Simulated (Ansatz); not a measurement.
Input and command of a plane-wave DFT calculation in Ansatz:

```yaml
crystal:
  lattice:
    - [0.0, 2.6024484151, 2.6024484151]
    - [2.58307535, 0.0193730651, 2.58307535]
    - [2.58307535, 2.58307535, 0.0193730651]
  atoms:
    - { symbol: Zr, position: [0.0, 0.0, 0.0] }
    - { symbol: S, position: [0.5, 0.5, 0.5] }
basis:
  ecutwfc: 420
kpoints:
  mp_grid: { grid: [20, 20, 20] }
hamiltonian:
  xc: pbesol
scf:
  occupations: { method: gaussian, width: 0.15 }
output:
  forces: true
  stress: true
  eigenvalues: true
```

```bash
ansatz run input.yaml --threads 1 --pin off --max-ram 2560MiB --backend cpu --events-out ev --progress --plain --runs-dir out
```

Processor: Intel(R) Xeon(R) 6975P-C (Granite Rapids), 1 thread, on a host shared with other jobs.

Estimate time, memory and problem size.

About 19 s on 1 thread of Intel(R) Xeon(R) 6975P-C (Granite Rapids), with other jobs on the host, peak memory 0.89 GiB. It solves 13 bands at 1166 k points (the mesh reduced by the symmetry that the task leaves, which can be less than the crystal's) with about 657 plane waves, in 6 SCF iterations.
